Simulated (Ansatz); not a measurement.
The same calculation of RbBr (distorted cell) as a Python script and as an input file (Ansatz 0.2.0, Python API).

`scf_rbbr.py`
```python
"""Self-consistent field of RbBr at the given structure with displaced atoms."""

from collections import Counter
from pathlib import Path
import json
import warnings

import ansatz as az
from ase import Atoms
import numpy as np
from pymatgen.core import Structure
from pymatgen.symmetry.analyzer import SpacegroupAnalyzer

ECUT = 470
FILLING = "fermi_dirac"
SIGMA = 0.3
KMESH = (2, 2, 2)
MAX_ITERATIONS = 150


def main() -> None:
    warnings.simplefilter("ignore", az.DeckWarning)

    atoms = Atoms(
        ["Rb", "Br"],
        scaled_positions=[
            (0.99027, 0.00244, 0.00428),
            (0.49894, 0.4997, 0.50032),
        ],
        cell=[
            (4.12198, -0.01355, 0.00163),
            (-0.01355, 4.0952, -0.05896),
            (0.00163, -0.05896, 4.11327),
        ],
        pbc=True,
    )
    system = az.Crystal.from_ase(atoms)

    # functional, basis and sampling
    job = system.calculation()
    job = job.basis(ECUT, xc_grid=1).functional(az.Functional.PBESOL)
    job = job.occupations(FILLING, width=SIGMA).kpoints(*KMESH, center="gamma")
    job = job.scf(max_iterations=MAX_ITERATIONS, lower_state_search="standard")
    job = job.compute(band_table=True, density=True, potential=True, electron_localization_function=True, output_files={"volumetric_format": "npy"})
    res = job.run(events_out="events.ndjson")
    summary = res.report
    with open("events.ndjson") as stream:
        kinds = Counter(json.loads(line)["event"] for line in stream)
    print("events:", {kind: kinds[kind] for kind in ("scf_iter", "scf_done", "notice", "finished")})

    for key in ("converged", "n_iterations", "n_electrons", "n_kpoints", "n_pw", "n_symmetry_ops", "free_energy_ev", "fermi_energy_ev"):
        print(f"{key:18s} {summary[key]}")

    final = Structure(res.lattice.cell_ang, [s.symbol for s in res.lattice.sites], [s.position_frac for s in res.lattice.sites])
    analyser = SpacegroupAnalyzer(final, symprec=0.01)
    standard = analyser.get_conventional_standard_structure()
    print(analyser.get_crystal_system(), analyser.get_space_group_symbol(), len(standard), "atoms in the conventional cell")
    print("a b c (A):", [round(x, 4) for x in standard.lattice.abc], " angles:", [round(x, 2) for x in standard.lattice.angles])
    print(f"mass density {float(final.density):.3f} g/cm^3")

    edges = summary.get("band_edges_ev")
    if edges:
        print(f"band edges on the mesh: {edges[0]:.3f} and {edges[1]:.3f} eV, gap {edges[1] - edges[0]:.3f} eV")
    else:
        print("no band edges reported (a metal, or a gap too narrow for this smearing); Fermi level", round(summary["fermi_energy_ev"], 3), "eV")

    folder = Path(res.write_results("fields"))
    print("densities in e/A^3, potentials in eV, ELF without unit")
    for name in sorted(p.name for p in folder.glob("*.npy")):
        field = np.load(folder / name)
        print(f"{name:16s} {str(field.shape):16s} min {field.min():10.4f}  mean {field.mean():10.4f}  max {field.max():10.4f}")


if __name__ == "__main__":
    main()
```

`python scf_rbbr.py` gives:
```text
events: {'scf_iter': 6, 'scf_done': 1, 'notice': 2, 'finished': 1}
converged          True
n_iterations       6
n_electrons        16.0
n_kpoints          8
n_pw               1603
n_symmetry_ops     1
free_energy_ev     -5956.650163011827
fermi_energy_ev    5.09319571382266
triclinic P1 2 atoms in the conventional cell
a b c (A): [4.0956, 4.1137, 4.122]  angles: [89.95, 89.62, 88.35]
mass density 3.956 g/cm^3
no band edges reported (a metal, or a gap too narrow for this smearing); Fermi level 5.093 eV
densities in e/A^3, potentials in eV, ELF without unit
elf.npy          (30, 30, 30)     min     0.0000  mean     0.3397  max     0.8861
rho.npy          (30, 30, 30)     min     0.0124  mean     0.2305  max     2.1438
v_es.npy         (30, 30, 30)     min  -168.7607  mean     1.3810  max     8.9665
v_tot.npy        (30, 30, 30)     min  -193.2655  mean    -6.9486  max     3.8029
```

`input.yaml`:
```yaml
crystal:
  lattice:
    - [4.12198, -0.01355, 0.00163]
    - [-0.01355, 4.0952, -0.05896]
    - [0.00163, -0.05896, 4.11327]
  atoms:
    - { symbol: Rb, position: [0.99027, 0.00244, 0.00428] }
    - { symbol: Br, position: [0.49894, 0.4997, 0.50032] }
basis:
  ecutwfc: 470.0
  xc_grid: 1
kpoints:
  mp_grid: { grid: [2, 2, 2], shift: [0.0, 0.0, 0.0] }
hamiltonian:
  xc: pbesol
scf:
  max_iter: 150
  lower_state_search: standard
  occupations: { method: fermi_dirac, width: 0.3 }
output:
  write_density: true
  write_potential: true
  volumetric_format: npy
  elf: true
  eigenvalues: true
```

The program run on that file:
```console
$ ansatz run input.yaml --threads 1 --pin off --max-ram 3072MiB --backend cpu --events-out ev --progress --plain --runs-dir out
band count auto-derived: 13 (N_el = 16.0; filled up to band 8; 12 by the electrons, moments and atoms)
Engine: ansatz 0.2.0, aarch64-unknown-linux-gnu
Pseudopotentials: kind: paw
Pseudopotential: Rb, paw, valence charge 9, recommended cutoff 420 eV (normal), Rb.paw.azcp
Pseudopotential: Br, paw, valence charge 7, recommended cutoff 420 eV (normal), Br.paw.azcp
Functional definition: PBEsol
  exchange = pbesol_x
  correlation = pbesol_c
Crystal: 2 atoms, lattice volume = 69.418 Å³
Basis set: ecut = 470 eV, 1603 PW (Γ)
Bands: 13, of which v1, the nominal top of the filled ones, is band 8 counted from 1 (7 counted from 0)
Symmetry: 1 space group operations
Space group: P1 (ITA 1), of the structure as read, at distance tolerance 4.1e-5 Å
k-points: 8
Non-local potential: Rb, projectors of the file, l = 0: 3, l = 1: 2, l = 2: 2
Non-local potential: Br, projectors of the file, l = 0: 2, l = 1: 2, l = 2: 2
PAW form: soft (Blöchl's): semilocal exchange-correlation on the pseudo side does not see the compensation charge
PAW frozen core: Rb, regenerated for the run's functional, and the local potential with it (the file was generated under x = pbe(κ = 0.804, μ = 0.2195149727645171), c = pbe(β = 0.06672455060314922))
PAW frozen core: Br, regenerated for the run's functional, and the local potential with it (the file was generated under x = pbe(κ = 0.804, μ = 0.2195149727645171), c = pbe(β = 0.06672455060314922))
PAW one-centre angular grid: Rb, 110 points (default); XC on 64 Gauss nodes
PAW one-centre angular grid: Br, 110 points (default); XC on 64 Gauss nodes
Initial density: superposition of atomic densities (neutral atoms: chi_scale 0, normalization atom), corrected by the library's trained network
Initial wavefunctions: pseudopotential atomic-orbital guess
Functional: x = pbesol(κ = 0.804, μ = 0.12345679012345678), c = pbesol(β = 0.046)
SCF iter   1: F=—  HF=-5956.650622 eV  |F-HF|=—  |Δ(HF+E_count)|=         —  Δρ=2.01e-3  dr2=4.51e-3  ethr=1.77e-3  ⟨swp⟩=6.8  Hψ=618  notcnv=0
preconditioner: auto → none  [insulator: Δε(μ)=3.893 eV  Ē_g=13.754 eV  σ=0.300 eV  W_gap=1.00  n_scr=8 (ndim 8)  ℏωp=16.7 eV  f_vac=0.000  D(μ)=0.01/eV (n_scr^D=0)  ε∞_Penn≈2.5]
SCF iter   2: F=—  HF=-5956.650072 eV  |F-HF|=—  |Δ(HF+E_count)|=   5.50e-4  Δρ=5.96e-4  dr2=1.77e-4  ethr=2.82e-5  ⟨swp⟩=2.1  Hψ=225  notcnv=0
SCF iter   3: F=—  HF=-5956.650118 eV  |F-HF|=—  |Δ(HF+E_count)|=   4.59e-5  Δρ=2.91e-4  dr2=3.09e-5  ethr=1.11e-6  ⟨swp⟩=2.4  Hψ=162  notcnv=0
SCF iter   4: F=—  HF=-5956.650163 eV  |F-HF|=—  |Δ(HF+E_count)|=   4.50e-5  Δρ=2.49e-5  dr2=3.83e-7  ethr=1.93e-7  ⟨swp⟩=2.8  Hψ=169  notcnv=0
iter 5 did not close the SCF: its close was put off for the readings that it lacked (scf_convergence_deferred on its scf_iter line)
SCF iter   5: F=-5956.650163 eV  HF=-5956.650163 eV  |F-HF|=5.51e-10  |Δ(HF+E_count)|=   3.44e-7  Δρ=5.06e-6  dr2=1.87e-8  ethr=2.39e-9  ⟨swp⟩=2.0  Hψ=169  notcnv=0
SCF iter   6: F=-5956.650163 eV  HF=-5956.650163 eV  |F-HF|=1.10e-10  |Δ(HF+E_count)|=   5.21e-9  Δρ=1.31e-6  dr2=8.86e-10  ethr=1.17e-10  ⟨swp⟩=2.2  Hψ=434  notcnv=0
SCF 1 converged in 6 iterations: F = -5956.650163 eV  dr2 = 8.86e-10
  greatest PAW one-centre occupation: 0.973 electrons in one spin orbital (limit 2), on the Rb atom at site 0 (counted from 0), in its partial waves of l = 0
SCF converged after 6 iterations
Free energy (F): -5956.650163 eV
Harris-Foulkes:  -5956.650163 eV  (|F-HF|=1.10e-10)
Internal energy: -5956.644738 eV  (E = F + TS)
E sigma→0 (E₀):  -5956.647450 eV
Entropy (-TS):   -0.005425 eV (-2.713 meV/atom)
Fermi energy:    5.093196 eV
--- Per-component energies (eV) ---
  E_band       = -89.710959
  E_kinetic    = 328.064259
  E_local      = -714.288035  (includes V_loc(G=0)·N_el)
  E_nonlocal   = 245.064048
  E_hartree    = 171.455096
  E_xc         = -392.160163
  E_vxc        = -241.852935  (∫ρ·V_xc dr)
  E_paw        = -4771.930363  (= ΣΔE_a)
  E_vpaw       = -49.608496  (= ΣTr[D̂ρ^β])
  E_aug_tail   = -0.000001  (compensation charges beyond the density's cutoff)
  E_ewald      = -823.065520
  E_core_change = 0.215941  (= ΣΔE_core)
  E_smearing   = -0.005425  (= −TS)
  E_closure    = 0.000000  (closes the sum)
  Σ components = -5956.650163   (vs F -5956.650163, Δ=0.00e0)
--- Band table (eV; the first three rows and the last of 8) ---
  k-point 0: bands = ["-22.3305", "-9.7558", "-6.3165", "-6.3151", "-6.3069", "2.6950", "2.7038", "2.7334", "6.7246", "8.2033", "8.2275", "12.5489", "12.6620"]
  k-point 1: bands = ["-22.3088", "-9.7611", "-6.4380", "-6.2648", "-6.2578", "1.0506", "2.6053", "2.6502", "9.5301", "9.7742", "10.3790", "11.3564", "12.5564"]
  k-point 2: bands = ["-22.3078", "-9.7567", "-6.4478", "-6.2633", "-6.2598", "1.0487", "2.6132", "2.6256", "9.5419", "9.7793", "10.4048", "11.3463", "12.5575"]
  k-point 7: bands = ["-22.2696", "-9.4421", "-6.5636", "-6.5427", "-6.5402", "1.4497", "1.4623", "1.4628", "10.7651", "10.8954", "11.0497", "12.0030", "12.1040"]
```

What to keep in mind:
- These settings explore the input space; cutoff and mesh may be short of convergence.
- Semilocal gaps usually lie well under measured ones.
- Energy and stress may still move on a finer k-point mesh.
- The zero of the levels is a convention of the potentials, so an absolute Fermi energy is no work function.
- In a crystal with a gap the Fermi level's place inside it depends on smearing and mesh.
- Densities and potentials on the grid are those of the valence electrons, and inside the cores they hang on the potentials used.
- The cell is a database structure, distorted on purpose.
- Levels are Kohn-Sham eigenvalues on this mesh, without spin-orbit coupling.
- Hardware and time: 1.4 s on 1 thread of Arm Neoverse V2 (shared host), peak memory 0.38 GiB.

(Lines on the test bed's own set-up are left out of the output.)
